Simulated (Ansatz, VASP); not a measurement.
# Pt (Pt strained to the junction's net): VASP beside Ansatz

Wanted: the spread between two codes on one cell, functional and k mesh. The structure shown is the end of the Ansatz relaxation below.

Calculated with Ansatz 0.2.0; plane waves, with VASP 6.6.1 beside it; single point at PBE.

## (1) Starting point

Symmetry: R-3m, No. 166, trigonal system. The conventional cell has a = 2.857 Å, b = 2.857 Å, c = 6.748 Å, α = 90.00°, β = 90.00°, γ = 120.00°. Nearest to Pt lie 12 Pt at 2.79 to 2.86 Å.

## (2) Ansatz: relaxation, PBE

Ansatz runs on its default PAW (the set named soft_2) files.

This run makes the geometry at which the two programs are then compared.

The input, input.yaml:

```yaml
crystal:
  lattice:
    - [2.857, 0.0, 0.0]
    - [-1.4285, 2.4742345786, 0.0]
    - [0.0, 0.0, 6.7908763637]
  atoms:
    - { symbol: Pt, position: [0.0, 0.0, 0.0] }
    - { symbol: Pt, position: [0.3333333333, 0.6666666667, 0.3333333333] }
    - { symbol: Pt, position: [0.6666666667, 0.3333333333, 0.6666666667] }
kpoints:
  mp_grid: { grid: [18, 18, 5] }
scf:
  occupations: { method: fermi_dirac, width: 0.1 }
  max_iter: 150
hamiltonian:
  xc: pbe
relax:
  f_tol: 0.01
  max_steps: 40
  cell: { fix: [a, b, angles] }
```

On the command line:

```bash
ansatz run input.yaml --threads 4 --pin off --max-ram 12288MiB --backend cpu --events-out ev --progress --plain --runs-dir out
```

Numbers of over 12 decimals in the logs are rounded to 6 here.

Log:

```text
Engine: ansatz 0.2.0, aarch64-unknown-linux-gnu
Pseudopotentials: kind: paw
Pseudopotential: Pt, paw, valence charge 18, recommended cutoff 420 eV (normal), Pt.paw.azcp
Functional definition: PBE
  parameter kappa = 0.804
  parameter beta = 0.066725
  exchange = pbe_x(kappa = kappa, mu = beta*pi^2/3)
  correlation = pbe_c(beta = beta)
Crystal: 3 atoms, lattice volume = 48.004 Å³
Basis set: ecut = 420 eV, 935 PW (Γ), exchange–correlation on 40×40×96 points (8 copies of the dense FFT grid, shifted against one another)
Bands: 33, of which v1, the nominal top of the filled ones, is band 27 counted from 1 (26 counted from 0)
Symmetry: 36 space group operations
Space group: R-3m (ITA 166), of the structure as read, at distance tolerance 3.6e-5 Å
k-points: 165 of 1620
Non-local potential: Pt, projectors of the file, l = 0: 3, l = 1: 2, l = 2: 2, l = 3: 1
PAW form: soft (Blöchl's): semilocal exchange-correlation on the pseudo side does not see the compensation charge
PAW one-centre angular grid: Pt, 590 points (default); XC on 64 Gauss nodes
Initial density: superposition of atomic densities (neutral atoms: chi_scale 0, normalization atom), corrected by the library's trained network
Initial wavefunctions: pseudopotential atomic-orbital guess
Functional: x = pbe(κ = 0.804, μ = 0.219515), c = pbe(β = 0.066725)
SCF iter   1: F=—  HF=-37569.103879 eV  |F-HF|=—  |Δ(HF+E_count)|=         —  Δρ=3.13e-3  dr2=8.12e-4  ethr=1.77e-3  ⟨swp⟩=5.1  Hψ=18890  notcnv=0
preconditioner: auto → Kerker (q_TF=auto, 2.782 Å⁻¹)  [metal: Δε(μ)=0.006 eV  Ē_g=8.931 eV  σ=0.100 eV  W_gap=0.01  n_scr=24 (ndim 8)  ℏωp=29.4 eV  f_vac=0.000  D(μ)=5.62/eV (n_scr^D=80)]
SCF iter   2: F=—  HF=-37569.107271 eV  |F-HF|=—  |Δ(HF+E_count)|=   3.39e-3  Δρ=1.74e-3  dr2=2.63e-4  ethr=1.50e-6  ⟨swp⟩=2.8  Hψ=11456  notcnv=0
SCF iter   3: F=—  HF=-37569.107759 eV  |F-HF|=—  |Δ(HF+E_count)|=   4.88e-4  Δρ=1.21e-4  dr2=2.43e-6  ethr=4.87e-7  ⟨swp⟩=2.0  Hψ=7870  notcnv=0
SCF iter   4: F=—  HF=-37569.107745 eV  |F-HF|=—  |Δ(HF+E_count)|=   1.33e-5  Δρ=5.19e-5  dr2=6.43e-7  ethr=4.50e-9  ⟨swp⟩=1.4  Hψ=6187  notcnv=0
iter 5 did not close the SCF: its close was put off for the readings that it lacked (scf_convergence_deferred on its scf_iter line)
SCF iter   5: F=-37569.107746 eV  HF=-37569.107746 eV  |F-HF|=2.19e-9  |Δ(HF+E_count)|=   3.01e-7  Δρ=8.47e-6  dr2=3.29e-8  ethr=1.19e-9  ⟨swp⟩=2.1  Hψ=6855  notcnv=0
SCF iter   6: F=-37569.107746 eV  HF=-37569.107746 eV  |F-HF|=3.71e-10  |Δ(HF+E_count)|=   1.80e-9  Δρ=2.71e-6  dr2=2.37e-9  ethr=6.10e-11  ⟨swp⟩=2.0  Hψ=17115  notcnv=0
SCF 1 converged in 6 iterations: F = -37569.107746 eV  dr2 = 2.37e-9
  greatest PAW one-centre occupation: 1.000 electrons in one spin orbital (limit 2), on the Pt atom at site 2 (counted from 0), in its partial waves of l = 0
relax step   1: F+E_penalty+E_count = -37569.10774569 eV  Δ(F+E_penalty+E_count) = +0.000e0 eV  max|allowed force component| = 2.010e-28 eV/Å  Δτ_max = 0.0000 Å  P = -4.705 GPa  Ω = 48.004 Å³  fix = [a, b, alpha, beta, gamma]  reactions: a -5.955, b -5.955 GPa  (6 SCF iters, dr2 threshold 1.00e-7 eV, accepted)
[...]
relax step   3: F+E_penalty+E_count = -37569.10999801 eV  Δ(F+E_penalty+E_count) = -1.867e-3 eV  max|allowed force component| = 1.493e-27 eV/Å  Δτ_max = 0.0000 Å  P = -3.229 GPa  Ω = 47.708 Å³  energy of the carried Pulay correction = +1.316e-4 eV  fix = [a, b, alpha, beta, gamma]  reactions: a -4.809, b -4.809 GPa  (6 SCF iters, dr2 threshold 3.00e-7 eV, accepted)
[...]
relax step   4: F+E_penalty+E_count = -37569.11000402 eV  Δ(F+E_penalty+E_count) = -6.009e-6 eV  max|allowed force component| = 2.946e-28 eV/Å  Δτ_max = 0.0000 Å  P = -3.183 GPa  Ω = 47.699 Å³  energy of the carried Pulay correction = +1.356e-4 eV  fix = [a, b, alpha, beta, gamma]  reactions: a -4.774, b -4.774 GPa  (7 SCF iters, dr2 threshold 1.19e-8 eV, accepted)
[...]
relax step   5: F+E_penalty+E_count = -37569.10986604 eV  Δ(F+E_penalty+E_count) = +1.380e-4 eV  max|allowed force component| = 1.062e-28 eV/Å  Δτ_max = 0.0000 Å  P = -3.180 GPa  Ω = 47.699 Å³  fix = [a, b, alpha, beta, gamma]  reactions: a -4.772, b -4.772 GPa  stress off target by 3.04e-3 GPa on what of the cell is left free  SCF on the basis re-selected at this cell (its energy is not comparable with the rows above)  (8 SCF iters)
basis re-selected at this cell: Δ(F+E_penalty+E_count) = +1.380e-4 eV, ΔP = +0.003 GPa vs the last step (what re-selecting the basis moved, of the pressure what is left beyond the Pulay correction that the steps carried, after the strain that the cell walked since its last selection, with what the two solves' SCF thresholds leave and, on support functions, any second-order correction that the steps lacked; it is no m [...]
SCF converged after 8 iterations
Free energy (F): -37569.109866 eV
Harris-Foulkes:  -37569.109866 eV  (|F-HF|=7.28e-12)
Internal energy: -37568.935963 eV  (E = F + TS)
E sigma→0 (E₀):  -37569.022915 eV
Entropy (-TS):   -0.173903 eV (-57.968 meV/atom)
Fermi energy:    21.806875 eV
--- Per-component energies (eV) ---
  E_band       = -458.038422
  E_kinetic    = 1909.523129
  E_local      = -4595.199253  (includes V_loc(G=0)·N_el)
  E_nonlocal   = 599.521802
  E_hartree    = 1699.858666
  E_xc         = -784.126851
  E_vxc        = -906.881407  (∫ρ·V_xc dr)
  E_paw        = -28361.599284  (= ΣΔE_a)
  E_vpaw       = -864.720677  (= ΣTr[D̂ρ^β])
  E_aug_tail   = 0.000652  (compensation charges beyond the density's cutoff)
  E_ewald      = -8036.914824
  E_smearing   = -0.173903  (= −TS)
  E_closure    = -0.000000  (closes the sum)
  Σ components = -37569.109866   (vs F -37569.109866, Δ=0.00e0)
--- Forces (eV/Å), atoms counted from 1 ---
  atom   1  Pt    -0.00000000    -0.00000000     0.00000000
  atom   2  Pt     0.00000000    -0.00000000     0.00000000
  atom   3  Pt     0.00000000     0.00000000     0.00000000
  max |Σ_I F_I| component: 7.85e-29 eV/Å
--- Stress (GPa, compression-positive) ---
       -4.771997       0.000000      -0.000000
        0.000000      -4.771997       0.000000
       -0.000000       0.000000       0.003041
  P = ⅓ Tr σ = -3.1803 GPa (-31.803 kbar)
--- Relaxed structure (4 steps of the walk, 4 accepted, 1 SCFs on fresh bases) ---
  F+E_penalty+E_count = -37569.10986604 eV   max|allowed force component| = 1.062e-28 eV/Å   (the final SCF, on the basis selected at the relaxed cell)
  cell:  # Å, volume = 47.6989 Å³
    - [2.857000, 0, 0]
    - [-1.428500, 2.474235, 0]
    - [0, 0, 6.747725]
  atoms:
    - { symbol: Pt, position: [0, 0, 0.0] }
    - { symbol: Pt, position: [0.333333, 0.666667, 0.333333] }
    - { symbol: Pt, position: [0.666667, 0.333333, 0.666667] }
```

Reading the cycles: dr2 is the Hartree energy of the density residual (eV), the measure of convergence; HF is the Harris–Foulkes estimate of the energy, which meets the free energy F at convergence.

## (3) VASP: single point, PBE

The same cell, functional, mesh and smearing now go to VASP, with its own data sets.

Lines of VASP's logs that name or quote its potential files are left out, and so is its time.

The input, INCAR:

```
SYSTEM = Pt
PREC = Accurate
ENCUT = 500
EDIFF = 1E-06
NELM = 120
ISMEAR = -1
SIGMA = 0.1
LREAL = .FALSE.
ALGO = Normal
GGA = PE
NBANDS = 21
LASPH = .TRUE.
LORBIT = 11
LWAVE = .FALSE.
LCHARG = .FALSE.
ISIF = 2
GGA_COMPAT = .FALSE.
```

The input, POSCAR:

```
Pt
1.0
    2.8570000000      0.0000000000      0.0000000000
   -1.4285000000      2.4742345786      0.0000000000
    0.0000000000      0.0000000000      6.7477250176
Pt
3
Direct
    0.0000000000      0.0000000000      0.0000000000
    0.3333333333      0.6666666667      0.3333333333
    0.6666666667      0.3333333333      0.6666666667
```

The input, KPOINTS:

```
Automatic mesh
0
Gamma
18 18 5
0 0 0
```

Potentials, in the order of the species: Pt (PBE family, release 64).

On the command line:

```bash
mpirun -np 1 vasp_std
```

Log:

```text
[banner, memory and clock lines left out]
running    1 mpi-ranks, on    1 nodes
 distrk:  each k-point on    1 cores,    1 groups
 distr:  one band on    1 cores,    1 groups

 POSCAR found type information on POSCAR Pt
 POSCAR found :  1 types and       3 ions
 LDA part: xc-table for (Slater+PW92), standard interpolation
 POSCAR, INCAR and KPOINTS ok, starting setup
 FFT: planning ... GRIDC
 FFT: planning ... GRID_SOFT
 FFT: planning ... GRID
 WAVECAR not read
 entering main loop
       N       E                     dE             d eps       ncg     rms          rms(c)
DAV:   1     0.168734247780E+03    0.16873E+03   -0.14917E+04  7058   0.132E+03
DAV:   2    -0.151511787167E+02   -0.18389E+03   -0.17180E+03  7556   0.288E+02
DAV:   3    -0.194731867877E+02   -0.43220E+01   -0.42293E+01  8097   0.435E+01
DAV:   4    -0.195058637140E+02   -0.32677E-01   -0.32658E-01  7685   0.394E+00
DAV:   5    -0.195062081030E+02   -0.34439E-03   -0.34438E-03  8100   0.438E-01    0.192E+01
DAV:   6    -0.184655073198E+02    0.10407E+01   -0.21236E+00  7585   0.114E+01    0.102E+01
DAV:   7    -0.183707053889E+02    0.94802E-01   -0.40756E-01  7895   0.483E+00    0.336E+00
DAV:   8    -0.183598249828E+02    0.10880E-01   -0.44979E-02  7385   0.159E+00    0.101E+00
DAV:   9    -0.183591870450E+02    0.63794E-03   -0.57773E-04  7780   0.188E-01    0.381E-02
DAV:  10    -0.183592055078E+02   -0.18463E-04   -0.10909E-05  7820   0.247E-02    0.887E-03
DAV:  11    -0.183592069988E+02   -0.14910E-05   -0.91417E-07  4880   0.687E-03    0.228E-03
DAV:  12    -0.183592068262E+02    0.17263E-06   -0.82271E-08  4070   0.231E-03
   1 F= -.18359207E+02 E0= -.18271964E+02  d E =-.174487E+00
```

OUTCAR, selected parts (step 3):

```text
ion  position               nearest neighbor table
   1  0.000  0.000  0.000-   2 2.79   3 2.79   2 2.79   3 2.79   3 2.79   2 2.79
   2  0.333  0.667  0.333-   1 2.79   1 2.79   1 2.79   3 2.79   3 2.79   3 2.79
   3  0.667  0.333  0.667-   1 2.79   1 2.79   1 2.79   2 2.79   2 2.79   2 2.79

  LATTYP: Found a hexagonal cell.
 ALAT       =     2.8570000000
 C/A-ratio  =     2.3618218473

 Subroutine GETGRP returns: Found 12 space group operations
 (whereof 12 operations were pure point group operations)

The static configuration has the point symmetry D_3d.

 Found    165 irreducible k-points:

   k-points           NKPTS =    165   k-points in BZ     NKDIM =    165   number of bands    NBANDS=     21

   dimension x,y,z NGX =    24 NGY =   24 NGZ =   50
   dimension x,y,z NGXF=    48 NGYF=   48 NGZF=  100

   ENCUT  =  500.0 eV  36.75 Ry    6.06 a.u.   5.21  5.21 12.30*2*pi/ulx,y,z

   NELECT =      30.0000    total number of electrons

 k-points in reciprocal lattice and weights: Automatic mesh
   0.00000000  0.00000000  0.00000000       0.001
   0.05555556  0.00000000  0.00000000       0.004
   0.11111111  0.00000000  0.00000000       0.004
   0.16666667  0.00000000  0.00000000       0.004
   0.22222222  0.00000000  0.00000000       0.004
   0.27777778 -0.00000000  0.00000000       0.004
   0.33333333  0.00000000  0.00000000       0.004
   0.38888889  0.00000000  0.00000000       0.004
   0.44444444  0.00000000  0.00000000       0.004
[...]
-0.27777778 -0.38888889  0.40000000       0.007
   0.33333333  0.33333333  0.40000000       0.002

 average (electrostatic) potential at core
       1 -63.7062       2 -63.7062       3 -63.7062

 E-fermi :  10.2778

 k-point     1 :       0.0000    0.0000    0.0000
  band No.  band energies     occupation
    ...
     14       8.7968      2.00000
     15       9.4601      1.99944
     16       9.4601      1.99944
     17       9.4601      1.99944
     18       9.4601      1.99944
     19      20.8740      0.00000
     20      20.8740      0.00000
     21      25.0263      0.00000

 k-point     2 :       0.0556    0.0000    0.0000
  band No.  band energies     occupation
    ...
     14       8.8050      2.00000
     15       9.1862      1.99996
     16       9.4488      1.99950
     17       9.7165      1.99273
     18       9.9270      1.94186
     19      20.9103      0.00000
     20      20.9143      0.00000
     21      25.1726      0.00000

 k-point     3 :       0.1111    0.0000    0.0000
  band No.  band energies     occupation
    ...
     13       8.6449      2.00000
     14       8.8395      2.00000
     15       8.9129      2.00000
     16       9.8072      1.98208
     17       9.9441      1.93135
     18      10.5972      0.07879
     19      20.9982      0.00000
     20      21.0280      0.00000
     21      25.5750      0.00000

  Total       -1.5532750     -1.5532750     -0.1315278      0.0000000     -0.0000000      0.0000000
  in kB      -52.1735561    -52.1735561     -4.4179393      0.0000000     -0.0000000      0.0000000
  external PRESSURE =     -36.2550171 kB  Pullay stress =       0.0000000 kB

  energy-cutoff  :      500.00
  volume of cell :       47.70
      direct lattice vectors                 reciprocal lattice vectors
     2.857000000  0.000000000  0.000000000     0.350017501  0.202082698  0.000000000
    -1.428500000  2.474234579  0.000000000     0.000000000  0.404165397  0.000000000
     0.000000000  0.000000000  6.747725018     0.000000000  0.000000000  0.148198096

 POSITION                                       TOTAL-FORCE (eV/Angst)
 -----------------------------------------------------------------------------------
      0.00000      0.00000      0.00000        -0.000000     -0.000000     -0.000000
     -0.00000      1.64949      2.24924        -0.000000      0.000000      0.000000
      1.42850      0.82474      4.49848         0.000000     -0.000000     -0.000000
 -----------------------------------------------------------------------------------
    total drift:                               -0.000000      0.000000     -0.000000

  FREE ENERGIE OF THE ION-ELECTRON SYSTEM (eV)
  ---------------------------------------------------
  free  energy   TOTEN  =       -18.3592068262 eV

  energy  without entropy=      -18.1847202547  energy(sigma->0) =      -18.27196354

 total charge
# of ion       s       p       d       tot
------------------------------------------
    1        0.613   0.550   8.006   9.169
    2        0.613   0.550   8.006   9.169
    3        0.613   0.550   8.006   9.169
--------------------------------------------------
tot          1.838   1.649  24.019  27.506

[... 3 further parts left out ...]
```

The run ends at a pressure of -3.63 GPa.

## (4) Differences

Known differences besides the potentials themselves: the data sets hold 54 valence electrons in Ansatz (on its default PAW (the set named soft_2) files) and 30 in VASP; the cutoff is 420 eV in Ansatz and 500 eV in VASP; Ansatz's pressure holds a Pulay correction, VASP's none. Total energies have different zeros and are not compared.

Compared:

```
      quantity  Ansatz   VASP  difference
pressure (GPa)   -3.18  -3.63       +0.45
```

## (5) Summary of results

* difference in pressure (single point, PBE): 0.45 GPa

The difference in pressure is 0.45 GPa (single point, PBE), within the 1 GPa picked in this series as the mark of a large difference. The data sets hold unlike numbers of valence electrons (54 in Ansatz and 30 in VASP), so part of the differences comes from the potentials. Such differences can come from data sets, numerical settings and the points named under the comparisons, not from the functional's error against experiment.

[Lines on the potential files, build, host, timing and source positions are cut from VASP's logs without a mark.]

[Logs are printed without paths, hosts, clocks, repeated set-up lines and the standing remarks that a program may print on its own settings, such as how far it seeks lower states.]

[Hosts, paths, dates, database ids (printed as entryN), source tags and the programs' standing remarks are cut or masked in the printed files.]
